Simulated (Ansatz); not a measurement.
## Relaxation path: AlCo (NiAs type)

DFT, PBE, PAW with Ansatz's default frozen-core files, scalar-relativistic (Ansatz 0.2.0); a Γ-centred 10×10×6 k mesh, Fermi–Dirac smearing of 0.05 eV, no spin polarisation. The run relaxes shape and atoms at held volume.

Command: `ansatz run input.yaml --threads 1 --pin off --max-ram 3072MiB --backend cpu --events-out ev --progress --plain --runs-dir out` It took 8.1 s on 1 thread of Intel(R) Xeon(R) Platinum 8488C (Sapphire Rapids), with other jobs on the host, peak memory 0.38 GiB.

```yaml
crystal:
  lattice:
    - [2.2362696448, 0.0, 0.0]
    - [-1.1181348224, 1.9366663221, 0.0]
    - [0.0, 0.0, 6.2048693012]
  atoms:
    - { symbol: Co, position: [0.0, 0.0, 0.0] }
    - { symbol: Co, position: [0.0, 0.0, 0.5] }
    - { symbol: Al, position: [0.3333333333, 0.6666666667, 0.25] }
    - { symbol: Al, position: [0.6666666667, 0.3333333333, 0.75] }
kpoints:
  mp_grid: { grid: [10, 10, 6] }
scf:
  occupations: { method: fermi_dirac, width: 0.05 }
hamiltonian:
  xc: pbe
  pseudopotentials: { kind: paw }
output:
  forces: true
  stress: true
relax:
  f_tol: 0.005
  max_steps: 30
  cell: { stress_tol: 0.43, fix: [volume] }
```

Each step lists its free energy a cell above the last geometry, the pressure, the cell vectors (Å), and Cartesian positions (Å) with forces (eV/Å).

The first step:

```
step 1  dF = 104.74 meV  P = 339.6 GPa
  cell 2.2363 0.0000 0.0000  -1.1181 1.9367 0.0000  0.0000 0.0000 6.2049
  Co 0.0000 0.0000 0.0000   0.0000 0.0000 0.0000
  Co 0.0000 0.0000 3.1024   0.0000 0.0000 0.0000
  Al 0.0000 1.2911 1.5512   0.0000 0.0000 0.0000
  Al 1.1181 0.6456 4.6537   0.0000 0.0000 0.0000
```

Spin polarisation is left out, though a magnetic state may lie lower.

Question: Where does the relaxation end, and by which steps?

Answer: After 4 geometries, with conventional a, b, c = 2.198, 2.198, 6.421 Å, at 6.718 Å³/atom and 339.3 GPa in space group P6_3/mmc, with a shortest distance of 2.046 Å. The further steps:
```
step 2  dF = 43.19 meV  P = 339.3 GPa
  cell 2.2224 0.0000 0.0000  -1.1112 1.9247 0.0000  0.0000 0.0000 6.2825
  Co 0.0000 0.0000 0.0000   0.0000 0.0000 0.0000
  Co 0.0000 0.0000 3.1413   0.0000 0.0000 0.0000
  Al 0.0000 1.2831 1.5706   0.0000 0.0000 0.0000
  Al 1.1112 0.6416 4.7119   0.0000 0.0000 0.0000
step 3  dF = 0.14 meV  P = 339.2 GPa
  cell 2.1998 0.0000 0.0000  -1.0999 1.9051 0.0000  0.0000 0.0000 6.4123
  Co 0.0000 0.0000 0.0000   0.0000 0.0000 0.0000
  Co 0.0000 0.0000 3.2061   0.0000 0.0000 0.0000
  Al 0.0000 1.2701 1.6031   0.0000 0.0000 0.0000
  Al 1.0999 0.6350 4.8092   0.0000 0.0000 0.0000
step 4  dF = 0.00 meV  P = 339.2 GPa
  cell 2.1983 0.0000 0.0000  -1.0992 1.9038 0.0000  0.0000 0.0000 6.4209
  Co 0.0000 0.0000 0.0000   0.0000 0.0000 0.0000
  Co 0.0000 0.0000 3.2104   0.0000 0.0000 0.0000
  Al 0.0000 1.2692 1.6052   0.0000 0.0000 0.0000
  Al 1.0992 0.6346 4.8156   0.0000 0.0000 0.0000
step 5  dF = -0.88 meV  P = 339.3 GPa  (same geometry on a basis chosen anew; earlier energies don't compare to the last digit)
  cell 2.1983 0.0000 0.0000  -1.0992 1.9038 0.0000  0.0000 0.0000 6.4209
  Co 0.0000 0.0000 0.0000   0.0000 0.0000 0.0000
  Co 0.0000 0.0000 3.2104   0.0000 0.0000 0.0000
  Al 0.0000 1.2692 1.6052   0.0000 0.0000 0.0000
  Al 1.0992 0.6346 4.8156   0.0000 0.0000 0.0000
```
